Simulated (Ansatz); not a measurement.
# Eigenvalues along a path: Sc (bcc type)

```
CELL_PARAMETERS angstrom
-1.35527 1.35527 1.35527
1.35527 -1.35527 1.35527
1.35527 1.35527 -1.35527
ATOMIC_POSITIONS crystal
Sc 0.00000 0.00000 0.00000
```

The cell comes from a relaxation on PAW files under the same functional, begun from a prototype that needn't be the stable phase.

Computed with Ansatz 0.2.0; functional PBE, scalar-relativistic. Settings: a Γ-centred 16×16×16 k mesh, Fermi–Dirac smearing of 0.05 eV, no spin polarisation. Methods: LAPW: all electrons, basis error target 1 meV/atom.

This run: volume at 0.4 of the series' base cell.

Path points, in fractions of the reciprocal vectors: Γ (0.000, 0.000, 0.000), H (0.500, -0.500, 0.500), N (0.000, 0.000, 0.500), P (0.250, 0.250, 0.250). The distance column jumps between branches of the path. Levels in eV from the Fermi level; bands 6 to 12, counted from the lowest band of the run. The gap is zero, the pressure 165.5 GPa.

```
# k(1/Å) point b6 b7 b8 b9 b10 b11 b12
0.000 Γ -24.29 -24.29 -24.29 -3.50 2.48 2.48 2.48
0.290 - -24.62 -24.41 -24.41 -2.97 2.42 2.42 2.68
0.580 - -25.41 -24.76 -24.76 -1.66 2.41 2.41 3.29
0.869 - -26.34 -25.27 -25.27 -0.27 1.35 2.70 2.70
1.159 - -27.11 -25.88 -25.88 -0.74 0.20 3.50 3.50
1.449 - -27.54 -26.48 -26.48 -2.49 -0.81 4.84 4.84
1.739 - -27.62 -26.99 -26.99 -3.79 -2.64 6.65 6.65
2.028 - -27.51 -27.32 -27.32 -4.58 -4.23 8.60 8.60
2.318 H -27.43 -27.43 -27.43 -4.85 -4.85 9.67 9.67
2.523 - -27.52 -27.38 -27.33 -4.67 -4.58 8.88 9.07
2.728 - -27.76 -27.21 -27.04 -4.17 -3.79 7.13 7.65
2.933 - -28.10 -26.95 -26.59 -3.45 -2.55 5.13 6.04
3.138 - -28.47 -26.62 -26.04 -2.77 -0.95 3.21 4.82
3.342 - -28.83 -26.28 -25.46 -2.54 0.93 1.55 4.50
3.547 - -29.12 -25.98 -24.94 -2.86 0.26 3.01 5.19
3.752 - -29.30 -25.77 -24.57 -3.31 -0.55 5.19 6.25
3.957 N -29.36 -25.69 -24.44 -3.49 -0.83 6.77 7.37
4.162 - -29.18 -25.64 -24.44 -3.34 -0.73 6.36 7.20
4.367 - -28.67 -25.51 -24.42 -2.91 -0.45 5.29 6.76
4.572 - -27.89 -25.29 -24.39 -2.29 0.01 3.89 6.20
4.777 - -26.96 -25.03 -24.37 -1.74 0.59 2.64 5.69
4.982 - -25.98 -24.76 -24.34 -1.82 1.24 2.11 4.53
5.186 - -25.12 -24.52 -24.31 -2.54 1.85 2.27 3.42
5.391 - -24.51 -24.35 -24.30 -3.23 2.31 2.44 2.72
5.596 Γ -24.29 -24.29 -24.29 -3.50 2.48 2.48 2.48
5.847 - -24.64 -24.33 -24.33 -3.11 2.28 2.28 2.91
6.098 - -25.53 -24.45 -24.45 -2.11 1.66 1.66 4.24
6.349 - -26.62 -24.67 -24.67 -0.88 0.83 0.83 6.02
6.600 - -27.60 -25.01 -25.01 0.15 0.15 0.36 6.42
6.851 - -28.21 -25.47 -25.47 -0.14 -0.14 1.46 6.91
7.102 - -28.32 -26.01 -26.01 -0.01 -0.01 2.14 7.33
7.353 - -27.92 -26.58 -26.58 0.47 0.47 2.04 7.60
7.604 P -27.10 -27.10 -27.10 1.11 1.11 1.11 7.69
7.855 - -27.52 -27.52 -26.10 -0.19 1.60 1.60 7.60
8.106 - -27.80 -27.80 -25.26 -1.11 1.61 1.61 7.40
8.357 - -27.93 -27.93 -24.90 -1.07 0.85 0.85 7.32
8.608 - -27.92 -27.92 -25.15 -0.55 -0.55 0.17 7.57
8.858 - -27.80 -27.80 -25.83 -2.15 -2.15 2.46 8.10
9.109 - -27.63 -27.63 -26.61 -3.56 -3.56 5.38 8.78
9.360 - -27.49 -27.49 -27.21 -4.52 -4.52 8.24 9.40
9.611 H -27.43 -27.43 -27.43 -4.85 -4.85 9.67 9.67
11.619 P -27.10 -27.10 -27.10 1.11 1.11 1.11 7.69
11.764 - -27.57 -27.05 -26.61 0.54 0.90 1.77 7.64
11.908 - -28.00 -26.90 -26.13 0.08 0.34 2.54 7.51
12.053 - -28.40 -26.69 -25.68 -0.47 -0.26 3.38 7.34
12.198 - -28.73 -26.42 -25.27 -1.36 -0.51 4.30 7.16
12.343 - -29.00 -26.15 -24.92 -2.20 -0.68 5.25 7.00
12.488 - -29.20 -25.91 -24.66 -2.89 -0.77 6.19 6.87
12.633 - -29.32 -25.75 -24.50 -3.34 -0.82 6.79 7.00
12.778 N -29.36 -25.69 -24.44 -3.49 -0.83 6.77 7.37
```
